## The bottom of an energy curve, seen from one side

When a crystal is stretched, its energy rises. The table follows this rise for tin selenide in the rocksalt structure, where each atom has six neighbours of the other kind. The volume is given per atom, and the energy is counted from the minimum of a smooth curve fitted to all seven volumes. How high does the smallest cell lie, if only the six larger ones are known?

Rocksalt SnSe computed with OpenMX 3.8.5, using the LDA-PW92 functional, the OpenMX 2013 LDA potentials and the quick basis (Sn7.0-s3p2d1, Se7.0-s3p2d1). All cells share a Γ-centred 9×9×9 k mesh, a 48×48×48 real-space grid and Fermi-Dirac smearing of 0.05 eV. Energies are counted from the minimum of the curve fitted to all seven volumes.

| volume (Å³/atom) | energy (meV/atom) |
| --- | --- |
| 25.63 | ? |
| 26.18 | 3.70 |
| 26.73 | 11.26 |
| 27.27 | 22.30 |
| 27.82 | 36.31 |
| 28.36 | 53.02 |
| 28.91 | 72.18 |

The energy steps grow from 7.56 meV/atom between the first two known rows to 19.16 between the last two. The pull needed to hold the crystal open therefore increases with volume. It increases by less at each step, however: the stretched crystal still resists, but it has become softer.

Theory traces this softening to the asymmetry of bonding. The repulsion between overlapping electron shells falls off quickly with distance, while the attraction reaches further. Expansion thus removes the steep part of the force first and leaves a flatter curve. A stretched diatomic molecule softens in the same way.

### From softness to a forecast

Close to the minimum the energy follows a spring law,

$$E \approx \frac{B_0}{2V_0}(V-V_0)^2 .$$

Here $E$ is the energy, $V$ the volume per atom, $V_0$ its value at the minimum and $B_0$ the bulk modulus there, that is, the resistance to uniform compression. Further out, the spring must be allowed to soften. The Birch-Murnaghan equation does this by using $\eta=(V_0/V)^{2/3}$, which changes less and less per unit of volume as the crystal expands:

$$E=\frac{9V_0B_0}{8}(\eta-1)^2+\frac{9V_0B_0}{16}(B_0'-4)(\eta-1)^3 .$$

The first term reproduces the spring law for small changes. The second lets $B_0'$, the rate at which the modulus rises with pressure, differ from 4.

Fitted to the six known rows, with its zero at the minimum, this equation places $V_0$ at 25.47 Å³/atom. The cell at 25.63 is then only 0.161 Å³/atom above the minimum, while the known cell at 26.18 is 0.707 above it. Since the energy grows as the square of this distance, the estimate is

$$3.70\times\left(\frac{0.161}{0.707}\right)^2\approx0.19\ \text{meV/atom}.$$

The row at 26.18 was part of the fit. The full equation gives almost the same result, 0.20.

The forecast is therefore 0.2 meV/atom, with a range from −0.1 to 0.5. The step up to 26.18 should be about half the smallest known step. The range is this wide because the forecast drops by 0.28 if the equation has to find its own zero of energy. The table's zero comes from a curve through all seven rows, so the forecast isn't wholly blind.

A spring of constant stiffness in volume gives 0.73 instead. It has to match the soft outer rows as well as the stiff inner ones, so it is too soft near the bottom and puts the minimum at too small a volume. Its energy for the smallest cell should be too high.

### The computed value

The withheld rows as computed:

| volume (Å³/atom) | energy (meV/atom) |
| --- | --- |
| 25.63 | 0.22 |

The computed energy is 0.22 meV/atom, well inside the range, and the step up to 26.18 is 3.48, close to half of 7.56. The forecast succeeds because the table supplies the zero of energy and the curve is nearly flat here: with the zero known, a small error in the position of the minimum changes the energy by only a fraction of a meV/atom. Part of the success is built in, since that zero was fitted with the withheld row included. The constant spring is too high by 0.51, as its excessive distance from the minimum implied.

The equation with a free zero is more instructive. It follows the six known rows more closely than the version used for the forecast, yet it puts the smallest cell at −0.07 meV/atom, below the table's minimum. Its extra freedom lets it follow small departures of the known energies from the ideal curve, and their effect grows when the fit is carried outward. The contest isn't even, because the given zero already holds some information about the withheld row. Still, a closer fit to known points is no promise of a better value beyond them. The printed analysis below compares all three fits.

### What softening means for the bond

In rocksalt the bond length is the cube root of the volume per atom. Between 26.73 and 28.36 Å³/atom the bonds lengthen by 2 %, while the local bulk modulus, taken from the curvature of neighbouring energies, falls from about 50 to 37 GPa. A small stretch thus costs a quarter of the stiffness. These values come from a small basis, in which tin has no d function beyond the one that serves its filled d shell; the effect of this on the stiffness is untested. The local density approximation also tends to bind crystals too tightly, which gives too small an equilibrium volume and too high a modulus there. All the values belong to ideal cubic SnSe; the stable form under ordinary conditions is orthorhombic and needs its own curve.

All seven cells lie on the expanded side of the minimum. With the zero of energy given, that is enough to estimate a small energy close to the bottom, but it leaves the minimum and the stiffness there resting on extrapolation. Before using an equilibrium volume or bulk modulus in a design, add compressed cells until the computed points enclose the minimum.

The analysis program printed:

```
fit of energy on 6 rows: coefficient of ((s/V)**(2/3) - 1)**2 11546 +/- 32, coefficient of ((s/V)**(2/3) - 1)**3 6273 +/- 439, s 25.47; rms 0.0323, worst 27.27 -0.0469, leave-one-out rms 0.106
  rows outside the fit (model, value, miss): 25.63 0.2032, 0.22, -0.0168
fit of energy on 6 rows: coefficient of (V - s)**2 5.505 +/- 0.038, s 25.27; rms 0.566, worst 26.18 0.85, leave-one-out rms 1.07
  rows outside the fit (model, value, miss): 25.63 0.7285, 0.22, 0.509
fit of energy on 6 rows: constant 22.28 +/- 0.018, coefficient of w -942.7 +/- 1.3, coefficient of w**2 9701 +/- 34, coefficient of w**3 1926 +/- 1455; rms 0.0153, worst 26.73 0.023, leave-one-out rms 0.107
  rows outside the fit (model, value, miss): 25.63 -0.07494, 0.22, -0.295
forecast at 25.63, Birch-Murnaghan with known zero (meV/atom): 0.2032
half-width of the forecast fixed in the plan (meV/atom): 0.3
shift of the forecast when the zero is freed (meV/atom): -0.2781
distance of the 25.63 row from the fitted minimum (angstrom^3/atom): 0.1613
distance of the 26.18 row from the fitted minimum (angstrom^3/atom): 0.7067
hand estimate at 25.63 from the squared ratio of distances (meV/atom): 0.1928
bulk modulus at the minimum from the known rows (GPa): 64.56
slope of the bulk modulus from the known rows (no unit): 5.087
energy step 26.18 to 26.73 (meV/atom): 7.56
energy step 28.36 to 28.91 (meV/atom): 19.16
revealed energy step 25.63 to 26.18 (meV/atom): 3.48
local bulk modulus at 26.73 from three neighbouring rows (GPa): 50.09
local bulk modulus at 28.36 from three neighbouring rows (GPa): 37.43
power of the bond length in the local modulus between these two (no unit): -14.72
```
